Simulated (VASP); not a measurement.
# Cu3N (Pm-3m) in VASP: single point with PBE

Aim: the single point of Cu3N with PBE.

All numbers are computed with VASP 6.6.1; they aren't measurements. Logs are shortened: lines on timing, memory, paths and dates and some standing lists are left out, and cuts for length are marked.

**1. Starting point**

It takes space group Pm-3m (No. 221, cubic). Conventional cell: a = 3.902 Å, b = 3.902 Å, c = 3.902 Å, α = 90.00°, β = 90.00°, γ = 90.00°. Cu (site symmetry 4/mmm) has 2 N at 1.95 Å as nearest neighbours. Around N (site symmetry m-3m) lie 6 Cu at 1.95 Å.

**2. Single point, PBE**

The input, INCAR:

```
SYSTEM = Cu3N
PREC     = Accurate       ! precision mode
ENCUT    = 520            ! plane-wave cutoff, eV
EDIFF    = 1E-6           ! SCF threshold, eV
ISMEAR   = 0              ! smearing method
SIGMA    = 0.01           ! smearing width, eV
LREAL    = .FALSE.        ! projectors in reciprocal space
LASPH    = .TRUE.         ! aspherical terms in the spheres
NELM     = 100            ! most SCF steps
ALGO     = Fast           ! electronic algorithm
ISIF     = 2              ! what is computed and relaxed
LWAVE    = .FALSE.        ! write WAVECAR
LCHARG   = .TRUE.         ! write CHGCAR
GGA      = PE             ! functional
LELF     = .TRUE.         ! ELF
LVHAR    = .TRUE.       
NBANDS   = 27             ! bands
```

The input, KPOINTS:

```
Automatic mesh
0
G
  10 10 10
  0 0 0
```

The input, POSCAR:

```
Cu3N
1.0
    3.9023544290      0.0000000000      0.0000000000
    0.0000000000      3.9023544290      0.0000000000
    0.0000000000      0.0000000000      3.9023544290
Cu N
3 1
Direct
    0.5000000000      0.0000000000      0.0000000000
    0.0000000000      0.5000000000      0.0000000000
    0.0000000000      0.0000000000      0.5000000000
    0.0000000000      0.0000000000      0.0000000000
```

Potentials or basis: VASP PAW PBE potentials, release 64 (Cu, N).

Started as:

```
$ cat potpaw_PBE.64/Cu/POTCAR potpaw_PBE.64/N/POTCAR > POTCAR
$ mpirun -np 1 vasp_std > vasp.out
```

OUTCAR:

```text
SYSTEM = Cu3N
   PREC = Accurate
   ENCUT = 520
   EDIFF = 1E-6
   ISMEAR = 0
   LREAL = .FALSE.
   LASPH = .TRUE.
   NELM = 100
   ISIF = 2
   GGA = PE

 ion  position               nearest neighbor table
   1  0.500  0.000  0.000-   4 1.95   4 1.95   2 2.76   3 2.76   2 2.76   2 2.76   3 2.76   3 2.76
                             3 2.76   2 2.76
   2  0.000  0.500  0.000-   4 1.95   4 1.95   1 2.76   3 2.76   1 2.76   3 2.76   3 2.76   3 2.76
                             1 2.76   1 2.76
   3  0.000  0.000  0.500-   4 1.95   4 1.95   1 2.76   1 2.76   2 2.76   2 2.76   2 2.76   2 2.76
                             1 2.76   1 2.76
   4  0.000  0.000  0.000-   1 1.95   2 1.95   3 1.95   3 1.95   2 1.95   1 1.95

  LATTYP: Found a simple cubic cell.
 ALAT       =     3.9023544290

  Lattice vectors:

 A1 = (   3.9023544290,   0.0000000000,   0.0000000000)
 A2 = (   0.0000000000,   3.9023544290,   0.0000000000)
 A3 = (   0.0000000000,   0.0000000000,   3.9023544290)

Analysis of symmetry for initial positions (statically):
=====================================================================
 Subroutine PRICEL returns:
 Original cell was already a primitive cell.

 Routine SETGRP: Setting up the symmetry group for a
 simple cubic supercell.

 Subroutine GETGRP returns: Found 48 space group operations
 (whereof 48 operations were pure point group operations)
 out of a pool of 48 trial point group operations.

The static configuration has the point symmetry O_h .

Analysis of symmetry for dynamics (positions and initial velocities):
=====================================================================
 Subroutine PRICEL returns:
 Original cell was already a primitive cell.

 Routine SETGRP: Setting up the symmetry group for a
 simple cubic supercell.

 Subroutine GETGRP returns: Found 48 space group operations
 (whereof 48 operations were pure point group operations)
 out of a pool of 48 trial point group operations.

The dynamic configuration has the point symmetry O_h .

 Subroutine INISYM returns: Found 48 space group operations
 (whereof 48 operations are pure point group operations),
 and found     1 'primitive' translations

----------------------------------------------------------------------------------------

                                     Primitive cell

  volume of cell :      59.4265

  direct lattice vectors                    reciprocal lattice vectors
     3.902354429  0.000000000  0.000000000     0.256255555  0.000000000  0.000000000
     0.000000000  3.902354429  0.000000000     0.000000000  0.256255555  0.000000000
     0.000000000  0.000000000  3.902354429     0.000000000  0.000000000  0.256255555

  length of vectors
     3.902354429  3.902354429  3.902354429     0.256255555  0.256255555  0.256255555

  position of ions in fractional coordinates (direct lattice)
     0.500000000  0.000000000  0.000000000
     0.000000000  0.500000000  0.000000000
     0.000000000  0.000000000  0.500000000
     0.000000000  0.000000000  0.000000000

  ion indices of the primitive-cell ions
   primitive index   ion index
                 1           1
                 2           2
                 3           3
                 4           4

----------------------------------------------------------------------------------------

 KPOINTS: Automatic mesh

Automatic generation of k-mesh.
 Grid dimensions read from file:
 generate k-points for:   10   10   10

 Generating k-lattice:

  Cartesian coordinates                     Fractional coordinates (reciprocal lattice)
     0.025625555  0.000000000  0.000000000     0.100000000  0.000000000  0.000000000
     0.000000000  0.025625555  0.000000000     0.000000000  0.100000000  0.000000000
     0.000000000  0.000000000  0.025625555     0.000000000  0.000000000  0.100000000

  Length of vectors
     0.025625555  0.025625555  0.025625555

  Shift w.r.t. Gamma in fractional coordinates (k-lattice)
     0.000000000  0.000000000  0.000000000

 Subroutine IBZKPT returns following result:
 ===========================================

 Found     56 irreducible k-points:

 Following reciprocal coordinates:
            Coordinates               Weight
  0.000000  0.000000  0.000000      1.000000
  0.100000  0.000000  0.000000      6.000000
  0.200000  0.000000  0.000000      6.000000
  0.300000  0.000000  0.000000      6.000000
  0.400000  0.000000  0.000000      6.000000
  0.500000  0.000000  0.000000      3.000000
[... 16 lines left out ...]
  0.200000  0.100000  0.100000     24.000000
  0.300000  0.100000  0.100000     24.000000
 [... further k-points ...]
   k-points           NKPTS =     56   k-points in BZ     NKDIM =     56   number of bands    NBANDS=     27
   number of dos      NEDOS =    301   number of ions     NIONS =      4
   total plane-waves  NPLWV =  27000
   dimension x,y,z NGX =    30 NGY =   30 NGZ =   30
   dimension x,y,z NGXF=    60 NGYF=   60 NGZF=   60
   ions per type =               3   1
   NGX,Y,Z   is equivalent  to a cutoff of  12.78, 12.78, 12.78 a.u.
   NGXF,Y,Z  is equivalent  to a cutoff of  25.56, 25.56, 25.56 a.u.
 SYSTEM =  Cu3N
   PREC   = accura    normal or accurate (medium, high low for compatibility)
   ISTART =      0    job   : 0-new  1-cont  2-samecut
   ICHARG =      2    charge: 1-file 2-atom 10-const
   ISPIN  =      1    spin polarized calculation?
   LNONCOLLINEAR =      F non collinear calculations
   LSORBIT =      F    spin-orbit coupling
   LASPH  =      T    aspherical Exc in radial PAW
   ENCUT  =  520.0 eV  38.22 Ry    6.18 a.u.   7.26  7.26  7.26*2*pi/ulx,y,z
   NELM   =    100;   NELMIN=  2; NELMDL= -5     # of ELM steps
   EDIFF  = 0.1E-05   stopping-criterion for ELM
   LREAL  =      F    real-space projection
[... 7 lines left out ...]
   TEBEG  =    0.0;   TEEND  =   0.0 temperature during run
   PSTRESS=    0.0 pullay stress
   NELECT =      38.0000    total number of electrons
   NUPDOWN=      -1.0000    fix difference up-down
   EMIN   =  10.00;   EMAX   =-10.00  energy-range for DOS
   EFERMI =   0.00;   METHOD = LEGACY
   ISMEAR =     0;   SIGMA  =   0.01  broadening in eV -4-tet -1-fermi 0-gaus
   EFERMI_NEDOS =   21; number of points for ismear=-14 and -15
   IALGO  =     68    algorithm
   IMIX   =      4    mixing-type and parameters
     AMIX     =   0.40;   BMIX     =  1.00
     AMIX_MAG =   1.60;   BMIX_MAG =  1.00
  volume/ion in A,a.u.               =      14.86       100.26
  Fermi-wavevector in a.u.,A,eV,Ry     =   1.410401  2.665272 27.065136  1.989231
  Thomas-Fermi vector in A             =   2.532359
   LORBIT       =      0    0 simple, 1 ext, 2 COOP (PROOUT), +10 PAW based schemes
   GGA     = PE    functional components
   LHFCALC =     F    Hartree Fock is set to
   AEXX    =    0.0000 exact exchange contribution
   IVDW    =     0    specifies the selected vdW correction
   LEPSILON=     F    determine dielectric tensor
   LRPA    =     F    only Hartree local field effects (RPA)
 non-spin polarized calculation
 RMM-DIIS sequential band-by-band and
 Gauss-broadening in eV      SIGMA  =   0.01
  energy-cutoff  :      520.00
  volume of cell :       59.43
 maximum number of plane-waves:      1628
 NGX is ok and might be reduce to    30
   NGX = 15   NGY = 15   NGZ = 15

 number of electron      38.0000008 magnetization

 Free energy of the ion-electron system (eV)
  ---------------------------------------------------
  ext. energy  EPLUGINS =         0.00000000
  ---------------------------------------------------
  free energy    TOTEN  =       -18.33737346 eV

  energy without entropy =      -18.33737346  energy(sigma->0) =      -18.33737346

 E-fermi :   4.3026     XC(G=0): -10.4366

 val. band max:        4.1876724061   @ k =   0.5000   0.5000   0.5000
 cond. band min:       4.6190579677   @ k =   0.5000   0.5000   0.0000
 fundamental gap:      0.4313855616
 Fermi energy:         4.3025594165

 k-point     1 :       0.0000    0.0000    0.0000
  band No.  band energies     occupation
      1     -12.0017      2.00000
      2      -0.5980      2.00000
      3      -0.1661      2.00000
      4      -0.1661      2.00000
      5      -0.1661      2.00000
      6       0.7230      2.00000
[... 19 lines left out ...]
     26      16.0083      0.00000
     27      16.3438      0.00000

 k-point     2 :       0.1000    0.0000    0.0000
  band No.  band energies     occupation
      1     -11.9697      2.00000
      2      -0.7517      2.00000
      3      -0.2955      2.00000
      4      -0.2677      2.00000
      5      -0.2677      2.00000
      6       0.7324      2.00000
[... 19 lines left out ...]
     26      15.4191      0.00000
     27      15.5818      0.00000

 k-point     3 :       0.2000    0.0000    0.0000
  band No.  band energies     occupation
      1     -11.8832      2.00000
      2      -1.3874      2.00000
      3      -0.4668      2.00000
      4      -0.4668      2.00000
      5      -0.1705      2.00000
      6       0.7576      2.00000
[... 19 lines left out ...]
     26      14.2441      0.00000
     27      14.7371      0.00000

 k-point     4 :       0.3000    0.0000    0.0000
  band No.  band energies     occupation
      1     -11.7710      2.00000
      2      -2.0634      2.00000
      3      -0.6503      2.00000
      4      -0.6503      2.00000
      5       0.1228      2.00000
      6       0.7903      2.00000
[... 19 lines left out ...]
     26      13.3073      0.00000
     27      13.9456      0.00000
[... 516 lines left out ...]
      4      -0.6765      2.00000
      5      -0.1251      2.00000
      6       0.8483      2.00000
[... 19 lines left out ...]
     26      14.3305      0.00000
     27      14.3305      0.00000

 k-point    23 :       0.2000    0.1000    0.1000
  band No.  band energies     occupation
      1     -11.8186      2.00000
      2      -1.4311      2.00000
      3      -0.8731      2.00000
      4      -0.8205      2.00000
      5       0.0151      2.00000
      6       0.8722      2.00000
[... 19 lines left out ...]
     26      13.3359      0.00000
     27      13.9131      0.00000

 k-point    24 :       0.3000    0.1000    0.1000
  band No.  band energies     occupation
      1     -11.7061      2.00000
      2      -2.0902      2.00000
      3      -0.9807      2.00000
      4      -0.9667      2.00000
      5       0.2751      2.00000
      6       0.9105      2.00000
[... 19 lines left out ...]
     26      13.1191      0.00000
     27      14.0866      0.00000

 [... further k-points ...]

------------------------ aborting loop because EDIFF is reached ----------------------------------------

  FORCE on cell =-STRESS in cart. coord.  units (eV):
  Direction    XX          YY          ZZ          XY          YZ          ZX
  --------------------------------------------------------------------------------------
  -------------------------------------------------------------------------------------
  Total       -2.0796531     -2.0796531     -2.0796531     -0.0000000     -0.0000000      0.0000000
  in kB      -56.0688116    -56.0688116    -56.0688116     -0.0000000     -0.0000000      0.0000000
  external PRESSURE =     -56.0688116 kB  Pullay stress =       0.0000000 kB

 VOLUME and BASIS-vectors are now :
 -----------------------------------------------------------------------------
  energy-cutoff  :      520.00
  volume of cell :       59.43
      direct lattice vectors                 reciprocal lattice vectors
     3.902354429  0.000000000  0.000000000     0.256255555  0.000000000  0.000000000
     0.000000000  3.902354429  0.000000000     0.000000000  0.256255555  0.000000000
     0.000000000  0.000000000  3.902354429     0.000000000  0.000000000  0.256255555

 POSITION                                       TOTAL-FORCE (eV/Angst)
 -----------------------------------------------------------------------------------
      1.95118      0.00000      0.00000         0.000000      0.000000      0.000000
      0.00000      1.95118      0.00000         0.000000      0.000000      0.000000
      0.00000      0.00000      1.95118         0.000000      0.000000      0.000000
      0.00000      0.00000      0.00000         0.000000      0.000000      0.000000
 -----------------------------------------------------------------------------------
    total drift:                                0.000000      0.000000      0.000000

  FREE ENERGIE OF THE ION-ELECTRON SYSTEM (eV)
  ---------------------------------------------------
  free  energy   TOTEN  =       -18.3373734574 eV

  energy  without entropy=      -18.3373734574  energy(sigma->0) =      -18.33737346
```

Wall time 68 s (1 thread of Intel Xeon Platinum 8488C (Sapphire Rapids), shared host); peak memory 0.2 GiB.

Results:

```yaml
Free_energy: -18.3374 eV
Pressure: -5.6 GPa
Band_gap_on_the_k_mesh: 0.43 eV, indirect (least direct gap 0.94 eV)
```

A k mesh can miss the band edges.
